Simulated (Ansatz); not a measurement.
**BeS: from supercell energies to defect levels (H interstitial)**

The calculation used DFT PBE, scalar-relativistic, plane waves, PAW in Ansatz. Settings: 420 eV cutoff, 2×2×2 k-mesh, shifted by half a step, Gaussian smearing of 0.01 eV, collinear spin in charge 0 alone.

Host crystal, relaxed:

```yaml
crystal:
  lattice:
    - [0.00000, 2.43806, 2.43806]
    - [2.43806, 0.00000, 2.43806]
    - [2.43806, 2.43806, 0.00000]
  atoms:
    - { symbol: Be, position: [0.00000, 0.00000, 0.00000] }
    - { symbol: S, position: [0.75000, 0.75000, 0.75000] }
```

The H interstitial was set at (0.500, 0.500, 0.500) of the host cell, in a supercell of 32 sites (464 Å³), relaxed at fixed cell in each charge q. The host's Kohn–Sham gap is 3.15 eV and its static dielectric constant 7.3 (mean). For each charge: the supercell's free energy over the neutral one with q electrons exchanged at the valence band top, F(q) − F(0) + qE_v; the image-charge term; and the term that aligns the potential far from the defect with the host's.

```csv
q,F(q) − F(0) + qE_v (eV),image charge (eV),alignment (eV)
+1,-1.598,0.369,-0.046
0,0.000,0.000,0.000
-1,2.962,0.369,-0.199
```

Problem. Add the terms and find the levels between neighbouring charges, ε(q/q′) = [A(q′) − A(q)]/(q − q′), with and without the two corrections.

Solution. A(q): -1.276 eV for +1, 0.000 eV for 0, 3.131 eV for -1.
```
 level corrected (eV over E_v) uncorrected (eV)
(+1/0)                     1.28              1.60
(0/-1)                     3.13              2.96
```

As a check, a point charge in a simple cubic cell of this volume has q²αe²/(2εL) = 0.362 q² eV (e² = 14.40 eV Å, α = 2.837, L = 7.74 Å); the shape of the real cell can change it somewhat. The term grows as q², so it pushes donor levels down and acceptor levels up. The program doubts the alignment for q = +1, -1, so levels beside it are uncertain by about that term.

Problem. Which of these charges is lowest with the Fermi level at the valence band top, at mid-gap and at the conduction band bottom?

Solution. The line A(q) + qE_F that lies lowest gives the charge: +1 at E_F = 0.00 eV, 0 at E_F = 1.57 eV, -1 at E_F = 3.15 eV. Without the alignment that the program doubts, the level (0/-1) would lie at 3.33 eV, outside the gap, so these runs don't decide whether the defect changes charge there. Charges beyond those computed could lie lower near the band edges.

Problem. The neutral defect forms at 3.03 eV with atoms taken from and returned to the elements. What are the formation energies at those three Fermi levels, and what share of sites would hold the defect at 1200 K with E_F at mid-gap, if the host still stood at that temperature?

Solution. E_f = E_f(0) + A(q) + qE_F = 1.75, 3.03, 3.01 eV. In the dilute limit the share is exp(−E_f/k_BT) = exp(−3.025/0.1034) = 2.0×10⁻¹³, leaving out degeneracy and vibrational entropy. This is the H-rich limit; a poorer supply of H, or a competing compound of it, raises E_f. The small cell and the narrow Kohn–Sham gap leave errors of tenths of an eV or more, which change the share by orders of magnitude.